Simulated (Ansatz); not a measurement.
Nb:

```xyz
1
Lattice="2.7196 0.0000 0.0000 0.0000 2.7196 0.0000 0.0000 0.0000 2.7196" Properties=species:S:1:pos:R:3 pbc="T T T"
Nb    1.3598    1.3598    1.3598
```

The cell was built by a generator and needn't be a form met in nature.

```yaml
Program: Ansatz 0.2.0
Task: relaxation of cell and atoms
Functional: B3LYP
Potentials_or_basis: Ansatz PAW
Cutoff: "420 eV (not typed: the program's choice for these potentials)"
k_mesh: 5 × 5 × 5
Occupations: fermi-dirac, width 0.05 eV
Spin: no spin polarisation
```

At the start: volume 20.12 Å³/atom.

**Question.** Where does the relaxation end?

**Answer.** It ends after 6 steps and the volume is 21.77 Å³/atom (+8.2 %); space group Pm-3m (No. 221, to 0.05 Å).

The path:
| step | energy change (eV) | largest force (eV/Å) | volume (Å³) |
| --- | --- | --- | --- |
| 1 | 0.0000 | 0.0000 | 20.12 |
| 2 | -0.0555 | 0.0000 | 22.74 |
| 3 | -0.0710 | 0.0000 | 21.58 |
| 4 | -0.0717 | 0.0000 | 21.79 |
| 5 | -0.0717 | 0.0000 | 21.77 |
| 6 | -0.0719 | 0.0000 | 21.77 |

Final structure:
```yaml
crystal:
  lattice:
    - [2.79235, 0.00000, 0.00000]
    - [0.00000, 2.79235, 0.00000]
    - [0.00000, 0.00000, 2.79235]
  atoms:
    - { symbol: Nb, position: [0.50000, 0.50000, 0.50000] }
```

Caveat: the k mesh is coarse (spacing up to 0.46 Å⁻¹), so the values aren't converged, least of all with exact exchange; the plane-wave basis is chosen anew once the cell has moved, so the energies of steps on either side of that aren't comparable; the PAW data sets come from PBE, with cores solved anew for the run's functional, which leaves a small shift of forces and pressure.
